## The question

How many electron states does a crystal of TiCo offer at a given energy, and how close can a pencil get to the answer? The density of states (DOS) is that number per electronvolt, here for a cell of one Ti and one Co atom. Energies are counted from the Fermi level, up to which the states are filled at zero temperature. The values come from a PBE calculation of a ferromagnetic state, so the two spin directions, up and down, have different columns.

Density of states of TiCo (CsCl type, a = 2.986 Å, 2 atoms per cell) from Ansatz 0.2.0: PBE, plane-wave PAW, scalar-relativistic, collinear spin, cutoff 420 eV, k mesh 14×14×14 (21×21×21 for the states), Gaussian smearing 0.1 eV. Tetrahedron values are averaged over 0.2 eV bins, with energies from the Fermi level; 3d and 4s columns are Löwdin projections summed over sites.

| energy (eV) | density of states total (states/eV/cell) | DOS Co 3d up (states/eV/cell) | DOS Co 3d down (states/eV/cell) | DOS Ti 3d down (states/eV/cell) | DOS Ti 3d up (states/eV/cell) | DOS Ti 4s down (states/eV/cell) |
| --- | --- | --- | --- | --- | --- | --- |
| -7.95 | 0 | 0 | 0 | 0 | 0 | 0.0000 |
| -7.55 | 0.06 | 0 | 0 | 0 | 0 | 0.0200 |
| -7.15 | 0.11 | 0 | 0 | 0 | 0 | 0.0300 |
| -6.75 | 0.16 | 0 | 0 | 0 | 0 | 0.0400 |
| -6.35 | 0.20 | 0 | 0 | 0 | 0 | 0.0500 |
| -5.95 | 0.25 | 0 | 0 | 0 | 0 | 0.0600 |
| -5.55 | 0.31 | 0.01 | 0 | 0.01 | 0.01 | 0.0700 |
| -5.15 | 0.39 | 0.02 | 0.01 | 0.02 | 0.02 | 0.0800 |
| -4.75 | 0.55 | 0.05 | 0.02 | 0.03 | 0.04 | 0.0900 |
| -4.35 | 1.14 | 0.25 | 0.05 | 0.08 | 0.19 | 0.0900 |
| -3.95 | 1.38 | 0.47 | 0.11 | 0.19 | 0.23 | 0.0500 |
| -3.55 | 3.17 | 1.44 | 0.32 | 0.29 | 0.52 | 0.1400 |
| -3.15 | 2.92 | 1.19 | 0.67 | 0.49 | 0.23 | 0.1300 |
| -2.75 | 4.15 | 2.47 | 0.67 | 0.32 | 0.5 | 0.0500 |
| -2.35 | 5.04 | 2.33 | 1.61 | 0.54 | 0.36 | 0.0000 |
| -1.95 | 5.09 | 1.94 | 1.89 | 0.64 | 0.31 | 0.0200 |
| -1.55 | 4.28 | 0.28 | 2.71 | 0.71 | 0.15 | 0.1000 |
| -1.15 | 1.96 | 0.23 | 1.18 | 0.19 | 0.12 | 0.0500 |
| -0.75 | 1.03 | 0.37 | 0.1 | 0.07 | 0.26 | 0.0200 |
| -0.35 | 1.15 | 0.28 | 0.07 | 0.09 | 0.51 | 0.0100 |
| 0.05 | 1.81 | 0.31 | 0.28 | 0.17 | 0.87 | 0.0000 |
| 0.45 | 4.49 | 0.44 | 1.32 | 0.93 | 1.46 | 0.0400 |
| 0.85 | 3.75 | 0.14 | 0.8 | 1.44 | 1.09 | 0.0200 |
| 1.25 | 3.14 | 0.1 | 0.46 | 1.4 | 0.95 | 0.0200 |
| 1.65 | 1.78 | 0.08 | 0.12 | 0.76 | 0.72 | 0.0100 |
| 2.05 | 1.65 | 0.1 | 0.12 | 0.6 | 0.72 | 0.0200 |
| 2.45 | 4.87 | 0.28 | 0.36 | 2.12 | 1.96 | 0.0200 |
| 2.85 | 1.01 | 0.04 | 0.06 | 0.43 | 0.34 | 0.0200 |
| 3.25 | 0.41 | 0.02 | 0.03 | 0.11 | 0.12 | 0.0200 |
| 3.65 | 0.49 | 0.01 | 0.02 | 0.13 | 0.12 | 0.0300 |
| 4.05 | 1.13 | 0.01 | 0.02 | 0.24 | 0.29 | 0.1300 |
| 4.45 | 0.81 | 0.01 | 0.02 | 0.14 | 0.15 | 0.0800 |
| 4.85 | 0.68 | 0.01 | 0.02 | 0.09 | 0.09 | 0.0600 |
| 5.25 | 0.58 | 0.01 | 0.01 | 0.06 | 0.06 | 0.0400 |
| 5.65 | 0.51 | 0.01 | 0.01 | 0.04 | 0.04 | 0.0300 |

The total has three parts: a low foot starting near −7.6 eV, a high and uneven region from about −4.5 to 3 eV, and a low tail above it. The 3d columns are zero at the start of the foot and make up most of the high region. This suggests treating the crystal as two populations of electrons: a few that spread almost evenly through the crystal and many that stay mostly close to the atoms.

## The spread-out electrons

In the simplest picture, the spread-out electrons are free waves in a box. The wave vectors of all waves up to a given energy fill a sphere whose radius grows as the square root of that energy. Their number therefore grows as the power 3/2, and their density per electronvolt as the square root:

DOS(free) = 0.0068 · V · √(E − E₀)

Here V is the cell volume in Å³, E the energy and E₀ the bottom of the band, both in eV. The factor 0.0068 contains only the electron mass and Planck's constant, and it counts both spins. With V = 2 × 13.31 Å³ the factor for this cell is 0.18. The one number taken from the table is E₀ = −7.65 eV, the lower edge of the first listed bin with states.

**First row, −6.75 eV.** The distance from the bottom is 0.90 eV.

DOS ≈ 0.18 · √0.90 ≈ 0.17 states/eV

The table has 0.16, so the estimate is about 8 % above the computed value. This row played no part in the choice of E₀.

## The 3d electrons

Each atom has five 3d orbitals, and each orbital holds two electrons. Ti and Co together thus bring 20 states, however they bond. If these are spread evenly over a window of width W, they add a box of height 20/W to the free-electron part. Most of the 3d weight in the table lies between −4.55 and 3.05 eV. With these edges W = 7.6 eV and the box is 2.6 states/eV high.

**Second row, −2.75 eV.** The distance from the bottom is now 4.90 eV.

DOS ≈ 0.18 · √4.90 + 20/7.6 ≈ 0.4 + 2.6 = 3.0 states/eV

The table has 4.15, so the estimate is 27 % too low. It still explains why the DOS is so much higher here than in the foot: many 3d states share a limited range of energy. The same 20 states in a wider window would give a lower box.

## Why the box has a valley

At −0.75 eV the rule again gives about 3.1 states/eV, but the table has only 1.03. An even box cannot know how the atoms bond. The 3d level of Co lies below that of Ti because the Co nucleus has the larger charge. Each Co atom has eight Ti neighbours, and the orbitals of the two elements combine.

Such a combination can give a lower, bonding group of states and an upper, antibonding one, with few states between. The lower group leans towards the element with the lower level. The table shows this character: Co holds 77 % of the 3d weight from −4.35 to −1.15 eV, and Ti holds 77 % from 0.45 to 2.85 eV. That bonding opens the valley is the standard interpretation of this pattern; the shares show the character of the groups, not the size of the effect.

The picture also tells what to look for in a related compound. If the orbitals couple about as strongly as here, the groups depend on the distance between the two atomic levels. The further apart these lie, the more each group belongs to a single element. The closer they lie, the more evenly both elements share both groups.

The spin splitting makes the valley in the total shallower than it would be if both spins had theirs at the same energy. At −1.15 eV the spin-up 3d columns have their lowest listed values in the valley, while Co 3d down still stands at 1.18 states/eV. At −0.75 eV Co 3d down has dropped to 0.10. The two spins have their valleys at different energies, and each partly fills the other's. This offset belongs to the calculated ferromagnetic state, whose stability was not checked; real TiCo of exact 1:1 composition is paramagnetic. PBE often overstates magnetism in metals that are close to becoming magnetic.

## How good the rule is

In the foot, from −7.55 to −5.55 eV, the estimates lie within 17 % of the computed values. A straight line with two constants fitted to these six rows follows them more closely. The square root runs too high from −7.15 to −6.35 eV and too low after that, so these rows do not support its shape, only its rough height. The advantage of the free-electron formula is that it gives the height from the volume and the band bottom.

At the upper end of the foot the rule falls short. At −5.55 eV it gives 0.26 instead of 0.31 states/eV, and the 3d columns hold 0.03 states/eV there. The 3d states thus begin to mix in before the box starts. At −4.75 eV, just below the window, the estimate is already 44 % too low. The 3d columns hold 0.14 states/eV there, less than the 0.24 that are missing, so the other states probably depart from free waves too.

Inside the window the rule is good for the mean and poor for single rows. Over the listed rows, which leave out every second bin, the mean estimate is 3.1 states/eV against a computed 2.8. This agreement is mainly a matter of counting, because the window was read from the same table. The median miss of a single row is 40 % of its computed value, and in the worst case, at 2.85 eV, the estimate is about three times the computed value.

Two boxes of ten states each, with no 3d states in the valley between them, do no better over the window as a whole. They improve the valley but overshoot much of the upper group, which has a dip of its own: the DOS is 1.65 states/eV at 2.05 eV, between much higher values at 0.45 and 2.45 eV. In the tail the free-electron part alone comes close to the mean, while single rows miss by up to 46 %. The close mean is partly luck, because 3d states that the rule leaves out there still count: at 4.05 eV they make up about half of the total. The printed output after this text lists the main comparisons.

## Where to use it

The rule suits questions about an average over several electronvolts, such as the mean DOS inside the window. It needs the band bottom and the two edges of the 3d window. These were read from the table here, and for a new compound they have to come from another source. The bottom is known here to about 0.2 eV, which matters most at the very start: lowering it by that much raises the estimate at −7.55 eV from 0.06 to 0.10 states/eV.

It should not be used for properties that depend on the DOS right at the Fermi level, such as the electronic heat capacity. There the rule gives about 3.1 states/eV, while the row at 0.05 eV has 1.81. The Fermi level of TiCo lies on the upper slope of the valley, where the details of bonding and spin decide the value.

The analysis program printed:

```
free-electron factor for one cubic angstrom, states/eV^1.5: 0.006812
free-electron factor for the cell, states/eV^1.5: 0.1814
estimates in the foot from -7.55 to -5.55 eV, states/eV: 0.05735, 0.1282, 0.1721, 0.2068, 0.2365, 0.2628
misses in the foot, percent: -4.412, 16.59, 7.537, 3.394, -5.411, -15.22
estimate at -7.55 eV with the band bottom 0.2 eV lower, states/eV: 0.09934
fit of density_of_states_total on 6 rows (foot): constant 0.9817 +/- 0.021, coefficient of energy 0.1221 +/- 0.0031; rms 0.00429, worst -5.55 -0.00619, leave-one-out rms 0.00697
  rows outside the fit (model, value, miss): -7.95 0.01067, 0, 0.0107; -5.15 0.3527, 0.39, -0.0373; -4.75 0.4015, 0.55, -0.148; -4.35 0.4504, 1.14, -0.69; -3.95 0.4992, 1.38, -0.881; -3.55 0.5481, 3.17, -2.62; -3.15 0.597, 2.92, -2.32; -2.75 0.6458, 4.15, -3.5; -2.35 0.6947, 5.04, -4.35; -1.95 0.7435, 5.09, -4.35; -1.55 0.7924, 4.28, -3.49; -1.15 0.8412, 1.96, -1.12; -0.75 0.8901, 1.03, -0.14; -0.35 0.939, 1.15, -0.211; 0.05 0.9878, 1.81, -0.822; 0.45 1.037, 4.49, -3.45; 0.85 1.086, 3.75, -2.66; 1.25 1.134, 3.14, -2.01; 1.65 1.183, 1.78, -0.597; 2.05 1.232, 1.65, -0.418; 2.45 1.281, 4.87, -3.59; 2.85 1.33, 1.01, 0.32; 3.25 1.379, 0.41, 0.969; 3.65 1.428, 0.49, 0.938; 4.05 1.476, 1.13, 0.346; 4.45 1.525, 0.81, 0.715; 4.85 1.574, 0.68, 0.894; 5.25 1.623, 0.58, 1.04; 5.65 1.672, 0.51, 1.16
rms miss of the square-root rule in the foot, states/eV: 0.02214
3d part of the total at -5.55 eV, percent: 9.677
miss at -4.75 eV just below the d window, percent: -43.84
height of the d box, states/eV: 2.632
free-electron part at -2.75 eV, states/eV: 0.4015
full estimate at -2.75 eV, states/eV: 3.033
miss at -2.75 eV, percent: -26.91
mean estimate in the d window, states/eV: 3.102
mean computed value in the d window, states/eV: 2.832
rms miss of one box in the d window, states/eV: 1.488
rms miss of two boxes in the d window, states/eV: 1.511
median size of the miss in the d window, percent: 39.79
largest overestimate in the d window, percent: 218.7
largest underestimate in the d window, percent: -39.79
Co share of the 3d weight from -4.35 to -1.15 eV, percent: 76.58
Ti share of the 3d weight from 0.45 to 2.85 eV, percent: 77.15
mean estimate in the tail above the d window, states/eV: 0.6305
mean computed value in the tail, states/eV: 0.6586
largest size of the miss in the tail, percent: 46.04
```
